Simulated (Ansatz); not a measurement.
Here is an Ansatz 0.2.0 calculation.

input.yaml

```yaml
crystal:
  lattice:
    - [-3.248897, 3.41447, 3.414021]
    - [3.248897, -3.41447, 3.414021]
    - [3.248897, 3.41447, -3.414021]
  atoms:
    - { symbol: Sn, position: [0.5, 0.0, 0.0] }
    - { symbol: Sn, position: [0.5, 0.5, 0.5] }
    - { symbol: Sn, position: [0.003599, 0.753599, 0.25] }
    - { symbol: Sn, position: [0.996401, 0.246401, 0.75] }
    - { symbol: O, position: [0.806496, 0.803774, 0.497278] }
    - { symbol: O, position: [0.806496, 0.309218, 0.002722] }
    - { symbol: O, position: [0.302435, 0.24594, 0.056495] }
    - { symbol: O, position: [0.689445, 0.24594, 0.443505] }
    - { symbol: O, position: [0.310555, 0.75406, 0.556495] }
    - { symbol: O, position: [0.193504, 0.690782, 0.997278] }
    - { symbol: O, position: [0.697565, 0.75406, 0.943505] }
    - { symbol: O, position: [0.193504, 0.196226, 0.502722] }
hamiltonian:
  xc: pbe
  pseudopotentials: { kind: paw }
kpoints:
  mp_grid: { grid: [6, 6, 6] }
  band_path:
    path:
      - [[0.0, 0.0, 0.0], [0.4763420746, -0.4763420746, -0.4763420746], [0.4762763294, -0.4764078199, -0.4762763294], [0.0, -0.5, 0.0], [-0.25, -0.25, -0.25], [0.0, 0.0, -0.5], [-0.4763420746, 0.4763420746, -0.5236579254], [-0.5, 0.5, -0.5], [0.0, 0.0, 0.0], [-0.4999342547, -0.4999342547, 0.4999342547], [-0.5, 0.0, 0.0], [-0.25, -0.25, -0.25]]
      - [[-0.4762763294, -0.5235921801, 0.4762763294], [-0.4999342547, -0.4999342547, 0.4999342547]]
      - [[-0.5000657453, 0.4999342547, -0.4999342547], [-0.5, 0.5, -0.5]]
    npoints: 10
scf:
  occupations: { method: fermi_dirac, width: 0.05 }
  n_extra_bands: 30
output:
  forces: true
  stress: true
  eigenvalues: true
  fatbands: true
```

Potentials or basis: Ansatz PAW.

Launch:

```bash
$ ansatz run input.yaml --threads 4 --pin off --max-ram 11264MiB --backend cpu --events-out ev --progress --plain --runs-dir out
```

Question: Estimate the pressure.

Answer: -0.8 GPa.

Question: Predict the band gap along the path.

Answer: 0.63 eV.

Question: Estimate the largest force.

Answer: 0.059 eV/Å.

Question: Estimate the band gap on the k mesh.

Answer: 0.63 eV.

Forces on the atoms (eV/Å):
```
Sn   0.000  0.000  0.000
Sn   0.000  0.000  0.000
Sn   0.000  0.000 -0.059
Sn   0.000  0.000  0.059
O    0.033  0.000  0.031
O   -0.033  0.000  0.031
O    0.000  0.032  0.033
O    0.000 -0.032  0.033
O    0.000  0.032 -0.033
O    0.033  0.000 -0.031
O    0.000 -0.032 -0.033
O   -0.033  0.000 -0.031
```

Caveat: the pressure holds a Pulay correction of +0.8 GPa for the finite cutoff; spin-orbit coupling is left out, which moves the levels of the heavy elements. Expect the measured gap to be larger: semilocal functionals such as PBE lack the derivative discontinuity.
